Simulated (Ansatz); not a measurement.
Bicrystals of relaxed bulk Ag (Fm-3m, 17.83 Å³/atom, gap on the mesh 0.00 eV): one grain is mirrored in the boundary plane and shifted (fractions of the plane's cell), where said the two species change places in it, close atoms are joined, tilt boundaries are opened by 0.15 Å, then atoms and the cell's height are relaxed. Energies are the mean of the cell's two boundaries over the bulk on a matched mesh; other shifts may lie lower.

Theory: DFT PBE, scalar-relativistic, plane waves, PAW (Ansatz).

Cutoff 420 eV; k points 12×12×2 on the computed 12-atom cell (Γ-centred); Gaussian smearing, width 0.10 eV; no spin polarisation.

Start (Σ3 (111), mirror on a plane, shift [0, 0]):

```
Ag
1.0
     2.93250    0.00000    0.00000
    -1.46625    2.53962    0.00000
     0.00000    0.00000   28.73250
Ag
12
Direct
  0.00000 0.00000 0.00000
  0.33333 0.66667 0.08333
  0.66667 0.33333 0.16667
  0.00000 0.00000 0.25000
  0.33333 0.66667 0.33333
  0.66667 0.33333 0.41667
  0.33333 0.66667 0.91667
  0.66667 0.33333 0.83333
  0.00000 0.00000 0.75000
  0.33333 0.66667 0.66667
  0.66667 0.33333 0.58333
  0.00000 0.00000 0.50000
```

Give the relaxed structure and its energy.

The free energy falls by 0 meV/atom.

```
boundary energy (mJ/m²)                  : 12
boundary energy on a denser mesh (mJ/m²) : 11
excess width (Å)                         : -0.02
gap on the mesh (eV)                     : 0
denser mesh                              : 21×21×4
```

Relaxed structure:
```
Ag
1.0
     2.93250    0.00000    0.00000
    -1.46625    2.53962    0.00000
     0.00000    0.00000   28.69231
Ag
12
Direct
  0.00000 0.00000 0.00000
  0.33333 0.66667 0.08347
  0.66667 0.33333 0.16675
  0.00000 0.00000 0.25000
  0.33333 0.66667 0.33325
  0.66667 0.33333 0.41653
  0.33333 0.66667 0.91653
  0.66667 0.33333 0.83325
  0.00000 0.00000 0.75000
  0.33333 0.66667 0.66675
  0.66667 0.33333 0.58347
  0.00000 0.00000 0.50000
```

Small energy differences in metals hang on the k mesh (about 10 mJ/m² or 1 to 2 meV/atom on the mesh of the relaxation).

It took 65 s on 2 threads of Intel(R) Xeon(R) 6975P-C (Granite Rapids), with other jobs on the host, peak memory 1.1 GiB.